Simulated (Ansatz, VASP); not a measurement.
**HfO2 in VASP and in Ansatz**

```
Hf O
1.0
     3.58737    0.00000    0.00000
     0.00000    3.58737    0.00000
     0.00000    0.00000    5.21220
Hf O
2 4
Direct
  0.50000 0.50000 0.50000
  0.00000 0.00000 0.00000
  0.00000 0.50000 0.69744
  0.50000 0.00000 0.80256
  0.50000 0.00000 0.30256
  0.00000 0.50000 0.19744
```

Alike in both runs: functional PBE; dispersion D3(BJ); k mesh 6 × 6 × 6; occupations gaussian, width 0.02 eV; no spin polarisation.

Ansatz relaxed the structure, and its values are those at the end. VASP's run is a single point on that final structure, the one shown.

```csv
,VASP,Ansatz
version,VASP 6.6.1,Ansatz 0.2.0
potentials or method,"VASP PAW PBE potentials, release 64 (Hf_pv, O)","scalar-relativistic, plane waves, PAW"
plane-wave cutoff (eV),520,420
valence electrons in the cell,44,76
```

|  | VASP | Ansatz | Ansatz less VASP |
| --- | --- | --- | --- |
| gap on the k mesh at the Fermi level (eV) | 4.65 | 4.67 | +0.020 |
| least direct gap on the mesh (eV) | 4.73 | 4.74 | +0.012 |
| pressure (GPa) | -3.3 | 0.0 | +3.31 |
| rms of the force components (eV/Å) | 0.021 | 0.000 | -0.0209 |

The two sets of potentials don't hold the same shells in valence.

Caveats: spin-orbit coupling is left out, which moves the levels of the heavy elements. A k mesh can miss the band edges. A hybrid or GW would open this gap; PBE tends to underestimate it.
